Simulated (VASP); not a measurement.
Write the native input for VASP 6.6.1 that does the following.

```
Task                   : band structure
Functional             : PBE
Potentials or basis    : VASP PAW PBE potentials, release 64 (Cd, S)
Cutoff                 : 520 eV
k mesh                 : 8 × 8 × 8
Occupations            : gaussian, width 0.02 eV
Spin                   : non-collinear spin, zero start, spin-orbit coupling
Starting moments       : [[0.0, 0.0, 0.0], [0.0, 0.0, 0.0]] μB
Further INCAR settings : ALGO = Normal; EDIFF = 1e-06; NBANDS = 30
```

CdS:

```
Cd S
1.0
     0.00000    2.91650    2.91650
     2.91650    0.00000    2.91650
     2.91650    2.91650    0.00000
Cd S
1 1
Direct
  0.00000 0.00000 0.00000
  0.25000 0.25000 0.25000
```

These files were run (other wordings do the same):

POSCAR

```
CdS
1.0
    0.0000000000      2.9165000000      2.9165000000
    2.9165000000      0.0000000000      2.9165000000
    2.9165000000      2.9165000000      0.0000000000
Cd S
1 1
Direct
    0.0000000000      0.0000000000      0.0000000000
    0.2500000000      0.2500000000      0.2500000000
```

INCAR.step1

```
ALGO = Normal ; EDIFF = 1E-6
ENCUT = 520 ; GGA = PE
GGA_COMPAT = False ; ISIF = 2
ISMEAR = 0 ; LASPH = True
LCHARG = True ; LORBIT = 11
LREAL = False ; LSORBIT = True
LWAVE = False ; MAGMOM = 0 0 0 0 0 0
NBANDS = 30 ; NELM = 60
PREC = Accurate ; SIGMA = 0.02
```

KPOINTS.step1

```
k-points
0
Gamma
  8 8 8
```

INCAR.step2

```
ALGO = Normal ; EDIFF = 1E-6
ENCUT = 520 ; GGA = PE
GGA_COMPAT = False ; ICHARG = 11
ISIF = 2 ; ISMEAR = 0
LASPH = True ; LCHARG = False
LORBIT = 11 ; LREAL = False
LSORBIT = True ; LWAVE = False
MAGMOM = 0 0 0 0 0 0 ; NBANDS = 30
NELM = 60 ; PREC = Accurate
SIGMA = 0.05
```

KPOINTS.step2

```
path GXWKGLUWLK,UX
10
line-mode
reciprocal
 0.0000000000  0.0000000000  0.0000000000  G
 0.5000000000  0.0000000000  0.5000000000  X

 0.5000000000  0.0000000000  0.5000000000  X
 0.5000000000  0.2500000000  0.7500000000  W

 0.5000000000  0.2500000000  0.7500000000  W
 0.3750000000  0.3750000000  0.7500000000  K

 0.3750000000  0.3750000000  0.7500000000  K
 0.0000000000  0.0000000000  0.0000000000  G

 0.0000000000  0.0000000000  0.0000000000  G
 0.5000000000  0.5000000000  0.5000000000  L

 0.5000000000  0.5000000000  0.5000000000  L
 0.6250000000  0.2500000000  0.6250000000  U

 0.6250000000  0.2500000000  0.6250000000  U
 0.5000000000  0.2500000000  0.7500000000  W

 0.5000000000  0.2500000000  0.7500000000  W
 0.5000000000  0.5000000000  0.5000000000  L

 0.5000000000  0.5000000000  0.5000000000  L
 0.3750000000  0.3750000000  0.7500000000  K

 0.6250000000  0.2500000000  0.6250000000  U
 0.5000000000  0.0000000000  0.5000000000  X
```

Potentials or basis: VASP PAW PBE potentials, release 64 (Cd, S).

Run with:

```bash
$ cat potpaw_PBE.64/Cd/POTCAR potpaw_PBE.64/S/POTCAR > POTCAR
$ cp INCAR.step1 INCAR
$ cp KPOINTS.step1 KPOINTS
$ mpirun -np 1 vasp_ncl > vasp.out
$ cp INCAR.step2 INCAR
$ cp KPOINTS.step2 KPOINTS
$ mpirun -np 1 vasp_ncl > vasp.out
```

Results of the run:

* Net moment: 0.00 μB per cell

Caveat: the log is that of the step along the path at fixed density, whose energy, stress, charges and moments have no meaning.

Run time: 2.9 min on 1 thread of Intel(R) Xeon(R) Platinum 8559C (Emerald Rapids), with other jobs on the host, peak memory 0.42 GiB.
